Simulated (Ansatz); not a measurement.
# Be (Im-3m) in Ansatz: equation of state

How stiff is Be in PBE, and what volume does it want? The cell is scaled to several volumes.

All numbers are computed with Ansatz 0.2.0; they aren't measurements. Logs are shortened: lines on timing, memory, paths and dates and some standing lists are left out, and cuts for length are marked.

## 1. The crystal as given

The structure is cubic, space group Im-3m (No. 229). Conventional cell: a = 2.506 Å, b = 2.506 Å, c = 2.506 Å, α = 90.00°, β = 90.00°, γ = 90.00°. Around Be (site symmetry m-3m) lie 8 Be at 2.17 Å.

This isn't the form of Be at room conditions, which is hcp.

## 2. Single point, PBE, 7.40 Å³/atom (volume scaled by 0.94)

The input, input.yaml:

```yaml
crystal:
  lattice:
    - [-1.2275398764, 1.2275398764, 1.2275398764]
    - [1.2275398764, -1.2275398764, 1.2275398764]
    - [1.2275398764, 1.2275398764, -1.2275398764]
  atoms:
    - { symbol: Be, position: [0.0, 0.0, 0.0] }
hamiltonian:
  xc: pbe
  pseudopotentials: { kind: paw }
kpoints:
  mp_grid: { grid: [15, 15, 15] }
scf:
  occupations: { method: fermi_dirac, width: 0.05 }
output:
  forces: true
  stress: true
  eigenvalues: true
```

Potentials or basis: Ansatz PAW.

Started as:

```sh
$ ansatz run input.yaml --threads 1 --pin off --max-ram 2560MiB --backend cpu --events-out ev --progress --plain --runs-dir out
```

Log:

```text
Warning: RAYON_NUM_THREADS=1 ignored (pool sized by the plan → 1); use --threads N
Engine: ansatz 0.2.0, aarch64-unknown-linux-gnu
Pseudopotentials: kind: paw
Pseudopotential: Be, paw, valence charge 2, recommended cutoff 420 eV (normal), Be.paw.azcp
Functional definition: PBE
  parameter kappa = 0.804
  parameter beta = 0.06672455060314922
  exchange = pbe_x(kappa = kappa, mu = beta*pi^2/3)
  correlation = pbe_c(beta = beta)
Crystal: 1 atoms, lattice volume = 7.399 Å³
Basis set: ecut = 420 eV, 141 PW (Γ), exchange–correlation on 30×30×30 points (8 copies of the dense FFT grid, shifted against one another)
Bands: 5, of which v1, the nominal top of the filled ones, is band 1 counted from 1 (0 counted from 0)
Symmetry: 48 space group operations
Space group: Im-3m (ITA 229), of the structure as read, at distance tolerance 1.9e-5 Å
k-points: 120 of 3375
Non-local potential: Be, projectors of the file, l = 0: 2, l = 1: 2, l = 2: 1
PAW form: soft (Blöchl's): semilocal exchange-correlation on the pseudo side does not see the compensation charge
PAW one-centre angular grid: Be, 110 points (default); XC on 64 Gauss nodes
Initial density: superposition of atomic densities (neutral atoms: chi_scale 0, normalization atom), corrected by the library's trained network
Initial wavefunctions: pseudopotential atomic-orbital guess
Functional: x = pbe(κ = 0.804, μ = 0.2195149727645171), c = pbe(β = 0.06672455060314922)
SCF iter   1: F=—  HF=-92.652844 eV  |F-HF|=—  |Δ(HF+E_count)|=         —  Δρ=5.60e-4  dr2=6.71e-6  ethr=1.77e-3  ⟨swp⟩=4.4  Hψ=5509  notcnv=0
preconditioner: auto → none  [metal: Δε(μ)=0.126 eV  Ē_g=19.778 eV  σ=0.050 eV  W_gap=0.47  n_scr=0 (ndim 8)  ℏωp=19.3 eV  f_vac=0.000  D(μ)=0.13/eV (n_scr^D=0)]
SCF iter   2: F=—  HF=-92.652879 eV  |F-HF|=—  |Δ(HF+E_count)|=   3.41e-5  Δρ=2.85e-4  dr2=1.75e-6  ethr=3.35e-7  ⟨swp⟩=1.9  Hψ=1668  notcnv=0
iter 3 did not close the SCF: its close was put off for the readings that it lacked (scf_convergence_deferred on its scf_iter line)
SCF iter   3: F=-92.652862 eV  HF=-92.652862 eV  |F-HF|=6.97e-10  |Δ(HF+E_count)|=   1.67e-5  Δρ=7.01e-6  dr2=1.73e-9  ethr=8.76e-8  ⟨swp⟩=1.7  Hψ=717  notcnv=0
iter 4 did not close the SCF: its close was put off for the readings that it lacked (scf_convergence_deferred on its scf_iter line)
SCF iter   4: F=-92.652862 eV  HF=-92.652862 eV  |F-HF|=3.21e-11  |Δ(HF+E_count)|=   1.84e-9  Δρ=2.41e-6  dr2=1.74e-10  ethr=8.66e-11  ⟨swp⟩=1.3  Hψ=668  notcnv=0
iter 5 did not close the SCF: its close was put off for the readings that it lacked (scf_convergence_deferred on its scf_iter line)
SCF iter   5: F=-92.652862 eV  HF=-92.652862 eV  |F-HF|=2.56e-13  |Δ(HF+E_count)|=  3.79e-11  Δρ=1.09e-7  dr2=2.83e-13  ethr=8.72e-12  ⟨swp⟩=1.6  Hψ=709  notcnv=0
SCF iter   6: F=-92.652862 eV  HF=-92.652862 eV  |F-HF|=4.26e-14  |Δ(HF+E_count)|=  1.71e-13  Δρ=4.50e-9  dr2=4.19e-16  ethr=1.00e-12  ⟨swp⟩=1.0  Hψ=1472  notcnv=0
SCF 1 converged in 6 iterations: F = -92.652862 eV  dr2 = 4.19e-16
SCF converged after 6 iterations
Free energy (F): -92.652862 eV
Harris-Foulkes:  -92.652862 eV  (|F-HF|=4.26e-14)
Internal energy: -92.651826 eV  (E = F + TS)
E sigma→0 (E₀):  -92.652344 eV
Entropy (-TS):   -0.001036 eV (-1.036 meV/atom)
Fermi energy:    9.539999 eV
--- Per-component energies (eV) ---
  E_band       = 7.098833
  E_kinetic    = 22.044768
  E_local      = 3.251547  (includes V_loc(G=0)·N_el)
  E_nonlocal   = 4.436166
  E_hartree    = 0.023775
  E_xc         = -20.110500
  E_vxc        = -21.229420  (∫ρ·V_xc dr)
  E_paw        = -59.607585  (= ΣΔE_a)
  E_vpaw       = -1.451777  (= ΣTr[D̂ρ^β])
  E_aug_tail   = -0.000001  (compensation charges beyond the density's cutoff)
  E_ewald      = -42.689995
  E_smearing   = -0.001036  (= −TS)
  E_closure    = 0.000000  (closes the sum)
  Σ components = -92.652862   (vs F -92.652862, Δ=0.00e0)
--- Forces (eV/Å), atoms counted from 1 ---
  atom   1  Be    -0.00000000     0.00000000    -0.00000000
  max |Σ_I F_I| component: 1.23e-32 eV/Å
--- Stress (GPa, compression-positive) ---
        7.497539      -0.000000       0.000000
       -0.000000       7.497539       0.000000
        0.000000      -0.000000       7.497539
  P = ⅓ Tr σ = 7.4975 GPa (74.975 kbar)
--- Band table (eV; the first three rows and the last of 120) ---
  k-point 0: bands = ["-2.9581", "29.9973", "29.9973", "29.9973", "41.5443"]
  k-point 1: bands = ["-2.7989", "29.1755", "29.3427", "29.8002", "39.5126"]
  k-point 2: bands = ["-2.3206", "26.6944", "27.8820", "29.2376", "37.2013"]
  k-point 119: bands = ["12.8444", "13.9103", "13.9103", "19.8673", "20.8825"]
```

Run time: 0.6 s. Hardware: 1 thread of Arm Neoverse V1, shared host; peak memory 0.23 GiB.

What came out:

```
Free energy            : -92.6529 eV
Pressure               : 7.5 GPa
Band gap on the k mesh : none (metal or under the smearing width)
```

## 3. Single point, PBE, 7.56 Å³/atom (volume scaled by 0.96)

The input, input.yaml:

```yaml
crystal:
  lattice:
    - [-1.2361848083, 1.2361848083, 1.2361848083]
    - [1.2361848083, -1.2361848083, 1.2361848083]
    - [1.2361848083, 1.2361848083, -1.2361848083]
  atoms:
    - { symbol: Be, position: [0.0, 0.0, 0.0] }
hamiltonian:
  xc: pbe
  pseudopotentials: { kind: paw }
kpoints:
  mp_grid: { grid: [15, 15, 15] }
scf:
  occupations: { method: fermi_dirac, width: 0.05 }
output:
  forces: true
  stress: true
  eigenvalues: true
  write_density: true
  write_potential: true
  elf: true
  volumetric_format: npy
```

Potentials or basis: Ansatz PAW.

Started as:

```sh
$ ansatz run input.yaml --threads 1 --pin off --max-ram 2560MiB --backend cpu --events-out ev --progress --plain --runs-dir out
```

Run time: 0.76 s. Hardware: 1 thread of Arm Neoverse V1, shared host; peak memory 0.24 GiB.

The run converged. Its results:

- Free energy: -92.6587 eV
- Pressure: 4.5 GPa
- Band gap on the k mesh: none (metal or under the smearing width)

## 4. Single point, PBE, 7.71 Å³/atom (volume scaled by 0.98)

The input, input.yaml:

```yaml
crystal:
  lattice:
    - [-1.2447104902, 1.2447104902, 1.2447104902]
    - [1.2447104902, -1.2447104902, 1.2447104902]
    - [1.2447104902, 1.2447104902, -1.2447104902]
  atoms:
    - { symbol: Be, position: [0.0, 0.0, 0.0] }
hamiltonian:
  xc: pbe
  pseudopotentials: { kind: paw }
kpoints:
  mp_grid: { grid: [15, 15, 15] }
scf:
  occupations: { method: fermi_dirac, width: 0.05 }
output:
  forces: true
  stress: true
  eigenvalues: true
```

Started as:

```sh
$ ansatz run input.yaml --threads 1 --pin off --max-ram 2560MiB --backend cpu --events-out ev --progress --plain --runs-dir out
```

It took 0.59 s on 1 thread of Arm Neoverse V1, shared host; peak memory 0.23 GiB.

It converged, with:

* Free energy: -92.6617 eV
* Pressure: 1.7 GPa
* Band gap on the k mesh: none (metal or under the smearing width)

## 5. Single point, PBE, 7.87 Å³/atom

The input, input.yaml:

```yaml
crystal:
  lattice:
    - [-1.2531209513, 1.2531209513, 1.2531209513]
    - [1.2531209513, -1.2531209513, 1.2531209513]
    - [1.2531209513, 1.2531209513, -1.2531209513]
  atoms:
    - { symbol: Be, position: [0.0, 0.0, 0.0] }
hamiltonian:
  xc: pbe
  pseudopotentials: { kind: paw }
kpoints:
  mp_grid: { grid: [15, 15, 15] }
scf:
  occupations: { method: fermi_dirac, width: 0.05 }
output:
  forces: true
  stress: true
  eigenvalues: true
  write_density: true
  write_potential: true
  elf: true
  volumetric_format: npy
```

Potentials or basis: Ansatz PAW.

Started as:

```sh
$ ansatz run input.yaml --threads 1 --pin off --max-ram 2560MiB --backend cpu --events-out ev --progress --plain --runs-dir out
```

Log:

```text
Warning: RAYON_NUM_THREADS=1 ignored (pool sized by the plan → 1); use --threads N
[... 8 set-up lines as earlier in the session ...]
Crystal: 1 atoms, lattice volume = 7.871 Å³
Basis set: ecut = 420 eV, 141 PW (Γ), exchange–correlation on 30×30×30 points (8 copies of the dense FFT grid, shifted against one another)
Bands: 5, of which v1, the nominal top of the filled ones, is band 1 counted from 1 (0 counted from 0)
[... 1 set-up line as earlier in the session ...]
Space group: Im-3m (ITA 229), of the structure as read, at distance tolerance 2.0e-5 Å
k-points: 120 of 3375
[... 6 set-up lines as earlier in the session ...]
SCF iter   1: F=—  HF=-92.662125 eV  |F-HF|=—  |Δ(HF+E_count)|=         —  Δρ=5.12e-4  dr2=7.28e-6  ethr=1.77e-3  ⟨swp⟩=4.7  Hψ=5571  notcnv=0
preconditioner: auto → none  [metal: Δε(μ)=0.104 eV  Ē_g=18.929 eV  σ=0.050 eV  W_gap=0.41  n_scr=0 (ndim 8)  ℏωp=18.7 eV  f_vac=0.000  D(μ)=0.14/eV (n_scr^D=0)]
SCF iter   2: F=—  HF=-92.662159 eV  |F-HF|=—  |Δ(HF+E_count)|=   3.38e-5  Δρ=2.60e-4  dr2=1.89e-6  ethr=3.64e-7  ⟨swp⟩=1.9  Hψ=1667  notcnv=0
iter 3 did not close the SCF: its close was put off for the readings that it lacked (scf_convergence_deferred on its scf_iter line)
SCF iter   3: F=-92.662144 eV  HF=-92.662144 eV  |F-HF|=5.62e-10  |Δ(HF+E_count)|=   1.46e-5  Δρ=6.62e-6  dr2=1.65e-9  ethr=9.46e-8  ⟨swp⟩=1.4  Hψ=674  notcnv=0
iter 4 did not close the SCF: its close was put off for the readings that it lacked (scf_convergence_deferred on its scf_iter line)
SCF iter   4: F=-92.662144 eV  HF=-92.662144 eV  |F-HF|=4.33e-11  |Δ(HF+E_count)|=   3.24e-9  Δρ=2.29e-6  dr2=1.46e-10  ethr=8.27e-11  ⟨swp⟩=1.6  Hψ=711  notcnv=0
iter 5 did not close the SCF: its close was put off for the readings that it lacked (scf_convergence_deferred on its scf_iter line)
SCF iter   5: F=-92.662144 eV  HF=-92.662144 eV  |F-HF|=8.10e-13  |Δ(HF+E_count)|=  4.90e-11  Δρ=1.96e-7  dr2=1.04e-12  ethr=7.31e-12  ⟨swp⟩=2.0  Hψ=753  notcnv=0
SCF iter   6: F=-92.662144 eV  HF=-92.662144 eV  |F-HF|=7.11e-14  |Δ(HF+E_count)|=  7.96e-13  Δρ=2.87e-8  dr2=2.05e-14  ethr=1.00e-12  ⟨swp⟩=2.2  Hψ=1622  notcnv=0
SCF 1 converged in 6 iterations: F = -92.662144 eV  dr2 = 2.05e-14
SCF converged after 6 iterations
Free energy (F): -92.662144 eV
Harris-Foulkes:  -92.662144 eV  (|F-HF|=7.11e-14)
Internal energy: -92.661017 eV  (E = F + TS)
E sigma→0 (E₀):  -92.661581 eV
Entropy (-TS):   -0.001127 eV (-1.127 meV/atom)
Fermi energy:    8.944634 eV
--- Per-component energies (eV) ---
  E_band       = 6.293036
  E_kinetic    = 21.202840
  E_local      = 2.995915  (includes V_loc(G=0)·N_el)
  E_nonlocal   = 4.293489
  E_hartree    = 0.019454
  E_xc         = -19.805563
  E_vxc        = -20.836211  (∫ρ·V_xc dr)
  E_paw        = -59.548626  (= ΣΔE_a)
  E_vpaw       = -1.401905  (= ΣTr[D̂ρ^β])
  E_aug_tail   = -0.000001  (compensation charges beyond the density's cutoff)
  E_ewald      = -41.818526
  E_smearing   = -0.001127  (= −TS)
  E_closure    = 0.000000  (closes the sum)
  Σ components = -92.662144   (vs F -92.662144, Δ=0.00e0)
--- Forces (eV/Å), atoms counted from 1 ---
  atom   1  Be     0.00000000    -0.00000000     0.00000000
  max |Σ_I F_I| component: 6.68e-33 eV/Å
--- Stress (GPa, compression-positive) ---
       -0.835028       0.000000      -0.000000
       -0.000000      -0.835028       0.000000
       -0.000000      -0.000000      -0.835028
  P = ⅓ Tr σ = -0.8350 GPa (-8.350 kbar)
--- Band table (eV; the first three rows and the last of 120) ---
  k-point 0: bands = ["-3.2060", "28.3694", "28.3694", "28.3694", "39.6897"]
  k-point 1: bands = ["-3.0501", "27.5927", "27.7565", "28.1866", "37.7580"]
  k-point 2: bands = ["-2.5822", "25.2535", "26.3783", "27.6640", "35.4970"]
  k-point 119: bands = ["12.0787", "13.0880", "13.0880", "18.9403", "19.8949"]
```

rho_z.tsv:

```text
# z_ang	rho[e/angstrom^3]
# format = ansatz-planar-average/11
# lattice	-1.253120951	1.253120951	1.253120951
# lattice	1.253120951	-1.253120951	1.253120951
# lattice	1.253120951	1.253120951	-1.253120951
# sites	1
# site	4	0.000000000	0.000000000	0.000000000
0.000000	2.426990e-1
0.144698	2.444803e-1
0.289396	2.489219e-1
0.434094	2.539575e-1
0.578792	2.577281e-1
0.723490	2.595580e-1
0.868188	2.599253e-1
1.012886	2.597697e-1
1.157584	2.597697e-1
1.302281	2.599253e-1
1.446979	2.595580e-1
1.591677	2.577281e-1
1.736375	2.539575e-1
1.881073	2.489219e-1
2.025771	2.444803e-1
```

v_z.tsv:

```text
# z_ang	v_es[eV]	v_tot[eV]
# format = ansatz-planar-average/11
# xc	pbe
# density_cutoff_ev	1680
# datasets	Be=:simpson_from_first_knot:soft
# lattice	-1.253120951	1.253120951	1.253120951
# lattice	1.253120951	-1.253120951	1.253120951
# lattice	1.253120951	1.253120951	-1.253120951
# sites	1
# site	4	0.000000000	0.000000000	0.000000000
0.000000	-5.238752e0	-1.654248e1
0.144698	-4.670626e0	-1.590773e1
0.289396	-3.113357e0	-1.412507e1
0.434094	-9.125763e-1	-1.160570e1
0.578792	1.547860e0	-8.944042e0
0.723490	3.824831e0	-6.658871e0
0.868188	5.403838e0	-5.112226e0
1.012886	6.066703e0	-4.431353e0
1.157584	6.066703e0	-4.431353e0
1.302281	5.403838e0	-5.112226e0
1.446979	3.824831e0	-6.658871e0
1.591677	1.547860e0	-8.944042e0
1.736375	-9.125763e-1	-1.160570e1
1.881073	-3.113357e0	-1.412507e1
2.025771	-4.670626e0	-1.590773e1
```

Wall time 0.77 s (1 thread of Arm Neoverse V1, shared host); peak memory 0.24 GiB.

Results:

```yaml
Free_energy: -92.6621 eV
Pressure: -0.8 GPa
Band_gap_on_the_k_mesh: none (metal or under the smearing width)
```

## 6. Single point, PBE, 8.03 Å³/atom (volume scaled by 1.02)

The input, input.yaml:

```yaml
crystal:
  lattice:
    - [-1.2614200074, 1.2614200074, 1.2614200074]
    - [1.2614200074, -1.2614200074, 1.2614200074]
    - [1.2614200074, 1.2614200074, -1.2614200074]
  atoms:
    - { symbol: Be, position: [0.0, 0.0, 0.0] }
hamiltonian:
  xc: pbe
  pseudopotentials: { kind: paw }
kpoints:
  mp_grid: { grid: [15, 15, 15] }
scf:
  occupations: { method: fermi_dirac, width: 0.05 }
output:
  forces: true
  stress: true
  eigenvalues: true
```

Potentials or basis: Ansatz PAW.

Started as:

```sh
$ ansatz run input.yaml --threads 1 --pin off --max-ram 2560MiB --backend cpu --events-out ev --progress --plain --runs-dir out
```

Wall time 0.61 s (1 thread of Arm Neoverse V1, shared host); peak memory 0.23 GiB.

It converged, with:

```
Free energy            : -92.6602 eV
Pressure               : -3.2 GPa
Band gap on the k mesh : none (metal or under the smearing width)
```

## 7. Single point, PBE, 8.19 Å³/atom (volume scaled by 1.04)

Changes to input.yaml since step 6:

```diff
@@ -2,5 +2,5 @@
   lattice:
-    - [-1.2614200074, 1.2614200074, 1.2614200074]
-    - [1.2614200074, -1.2614200074, 1.2614200074]
-    - [1.2614200074, 1.2614200074, -1.2614200074]
+    - [-1.2696112759, 1.2696112759, 1.2696112759]
+    - [1.2696112759, -1.2696112759, 1.2696112759]
+    - [1.2696112759, 1.2696112759, -1.2696112759]
   atoms:
```

Started as:

```sh
$ ansatz run input.yaml --threads 1 --pin off --max-ram 2560MiB --backend cpu --events-out ev --progress --plain --runs-dir out
```

Run time: 0.66 s. Hardware: 1 thread of Arm Neoverse V1, shared host; peak memory 0.23 GiB.

It converged, with:

- Free energy: -92.6560 eV
- Pressure: -5.3 GPa
- Band gap on the k mesh: none (metal or under the smearing width)

## 8. Single point, PBE, 8.34 Å³/atom (volume scaled by 1.06)

Changes to input.yaml since step 7:

```diff
@@ -2,5 +2,5 @@
   lattice:
-    - [-1.2696112759, 1.2696112759, 1.2696112759]
-    - [1.2696112759, -1.2696112759, 1.2696112759]
-    - [1.2696112759, 1.2696112759, -1.2696112759]
+    - [-1.27769819, 1.27769819, 1.27769819]
+    - [1.27769819, -1.27769819, 1.27769819]
+    - [1.27769819, 1.27769819, -1.27769819]
   atoms:
```

Started as:

```sh
$ ansatz run input.yaml --threads 1 --pin off --max-ram 2560MiB --backend cpu --events-out ev --progress --plain --runs-dir out
```

Wall time 0.67 s (1 thread of Arm Neoverse V1, shared host); peak memory 0.23 GiB.

Results (log left out):

| Item | Value |
| --- | --- |
| Free energy | -92.6498 eV |
| Pressure | -7.3 GPa |
| Band gap on the k mesh | none (metal or under the smearing width) |

## 9. Equation of state, PBE

Potentials or basis: Ansatz PAW.

This step only gathers the single runs of the series.

Results:

```
Equilibrium volume                      : 7.82 Å³/atom
Bulk modulus                            : 124 GPa
Pressure derivative of the bulk modulus : 3.3
```

Energy against volume, from the lowest point:
```csv
volume (Å³/atom),energy (meV/atom)
7.399,9.28
7.556,3.42
7.714,0.41
7.871,0.00
8.029,1.98
8.186,6.15
8.343,12.33
```
